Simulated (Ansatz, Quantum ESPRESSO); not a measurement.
Given: the input of a run of Quantum ESPRESSO 7.5 on PbSe (Clausthalite). 

File pw.in:

```
&CONTROL
  calculation = 'scf'
  prefix = 'pwscf'
  outdir = './tmp'
  pseudo_dir = './pseudo'
  tprnfor = .true.
  tstress = .true.
  disk_io = 'nowf'
/
&SYSTEM
  ibrav = 0
  nat = 2
  ntyp = 2
  ecutwfc = 70
  nbnd = 16
  occupations = 'smearing'
  smearing = 'fd'
  degauss = 0.00367493
/
&ELECTRONS
  conv_thr = 4d-10
  electron_maxstep = 120
  mixing_beta = 0.5
/
ATOMIC_SPECIES
Pb   207.2000 Pb_ONCV_PBE-1.2.upf
Se    78.9710 Se_ONCV_PBE-1.2.upf
CELL_PARAMETERS angstrom
   0.0000000000    3.0606500000    3.0606500000
   3.0606500000    0.0000000000    3.0606500000
   3.0606500000    3.0606500000    0.0000000000
ATOMIC_POSITIONS crystal
Pb     0.0000000000    0.0000000000    0.0000000000
Se     0.5000000000    0.5000000000    0.5000000000
K_POINTS automatic
4 4 4 0 0 0
```

Potentials or basis: SG15 PBE 1.2.

Launch:

```sh
$ OMP_NUM_THREADS=1 pw.x -in pw.in > pw.out
```

Task: What does the same run look like in Ansatz 0.2.0? Potentials or basis there: PAW datasets made for the crystal, cutoff 240 eV.

Result: As run (cutoffs and basis follow the program's own potentials, and thresholds, step limits or extra output files can differ):

File input.yaml:

```yaml
crystal:
  lattice:
    - [0.0, 3.06065, 3.06065]
    - [3.06065, 0.0, 3.06065]
    - [3.06065, 3.06065, 0.0]
  atoms:
    - { symbol: Pb, position: [0.0, 0.0, 0.0] }
    - { symbol: Se, position: [0.5, 0.5, 0.5] }
kpoints:
  mp_grid: { grid: [4, 4, 4] }
scf:
  occupations: { method: fermi_dirac, width: 0.05 }
hamiltonian:
  xc: pbe
  pseudopotentials: { kind: all_electron, datasets: crystal }
output:
  forces: true
  stress: true
  eigenvalues: true
  elf: true
  volumetric_format: npy
```

Potentials or basis: all-electron PAW datasets made for the crystal.

Command:

```console
$ ansatz run input.yaml --threads 1 --pin off --max-ram 3072MiB --backend cpu --events-out ev --progress --plain --runs-dir out
```

Both were run:

|  | Quantum ESPRESSO | Ansatz |
| --- | --- | --- |
| Pressure | 2.4 GPa | 2.4 GPa |

Ansatz's pressure holds a Pulay term of +0.00 GPa for its cutoff of 240 eV, which the other run lacks.

Where Ansatz's input types no cutoff or centring, it takes its own default and a Γ-centred mesh.

Pressure is positive in compression.

The k mesh is coarse, so the values aren't converged.
